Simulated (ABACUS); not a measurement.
Os:

```
Os
1.0
     2.73410    0.00000    0.00000
    -1.36705    2.36780    0.00000
     0.00000    0.00000    4.31970
Os
2
Direct
  0.66667 0.33333 0.75000
  0.33333 0.66667 0.25000
```

Base run:

- Program: ABACUS 3.10.1
- Functional: PBE
- Potentials or basis: PseudoDojo NC SR 0.4.1 PBE standard
- Cutoff: 1007 eV
- Density cutoff: 4027 eV
- Basis: plane waves
- k mesh: 11 × 11 × 6
- Occupations: fermi-dirac, width 0.05 eV
- Spin: no spin polarisation

Its results: band gap on the k mesh none (metal or under the smearing width); pressure 8.2 GPa.

**Question.** The run is repeated on the same cell with these changes: cutoff from 1007 eV to 1361 eV; density cutoff from 4027 eV to 5442 eV; basis from plane waves to DZP LCAO (the cutoffs set its grid). What comes out?

**Answer.** Band gap on the k mesh none (metal or under the smearing width); pressure 9.9 GPa.

Caveats: the atomic orbitals were generated for these runs and aren't a published set (some runs); the basis of atomic orbitals isn't converged, which shifts pressures, moduli and gaps (some runs).

Not every run made on this cell is shown here.
